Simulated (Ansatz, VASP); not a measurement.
**BiTe in VASP and in Ansatz**

```
CELL_PARAMETERS angstrom
0.00000 3.21329 3.21329
3.21329 0.00000 3.21329
3.21329 3.21329 0.00000
ATOMIC_POSITIONS crystal
Bi 0.00000 0.00000 0.00000
Te 0.50000 0.50000 0.50000
```

Change from the starting cell: volume scaled by 0.98.

Alike in both runs: task single point; functional PBEsol; k mesh 7 × 7 × 7; occupations fermi-dirac, width 0.05 eV; no spin polarisation.

|  | VASP | Ansatz |
| --- | --- | --- |
| version | VASP 6.6.1 | Ansatz 0.2.0 |
| potentials or method | VASP PAW PBE potentials, release 64 (Bi_d, Te), cutoff 520 eV | all-electron LAPW, scalar-relativistic |

```csv
,VASP,Ansatz,Ansatz less VASP
gap on the k mesh at the Fermi level (eV),none,none,-
pressure (GPa),-0.6,-0.6,+0.04
```

A gap of «none» marks a metal or a gap that the smearing closes. Ansatz ran all-electron here, so the differences hold the error of VASP's frozen core and of both bases.

Caveats: spin-orbit coupling is left out, which moves the levels of the heavy elements; the PAW data sets were made with another functional, which shifts forces and pressure a little (VASP).
